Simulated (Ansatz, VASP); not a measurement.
# Two plane-wave programs on SiC

```
CELL_PARAMETERS angstrom
0.00000 2.17400 2.17400
2.17400 0.00000 2.17400
2.17400 2.17400 0.00000
ATOMIC_POSITIONS crystal
Si 0.00000 0.00000 0.00000
C 0.75000 0.75000 0.75000
```

Alike in both runs: task single point; functional PBE; dispersion D3(BJ); k mesh 8 × 8 × 8; occupations gaussian, width 0.1 eV; no spin polarisation.

|  | VASP | Ansatz |
| --- | --- | --- |
| version | VASP 6.6.1 | Ansatz 0.2.0 |
| potentials or method | VASP PAW PBE potentials, release 64 (Si, C) | scalar-relativistic, plane waves, PAW |
| plane-wave cutoff (eV) | 520 | 420 |
| valence electrons in the cell | 8 | 8 |

|  | VASP | Ansatz | Ansatz less VASP |
| --- | --- | --- | --- |
| gap on the k mesh at the Fermi level (eV) | 1.35 | 1.35 | +0.003 |
| least direct gap on the mesh (eV) | 4.55 | 4.55 | +0.004 |
| pressure (GPa) | 0.1 | 0.1 | +0.05 |

A k mesh can miss the band edges.
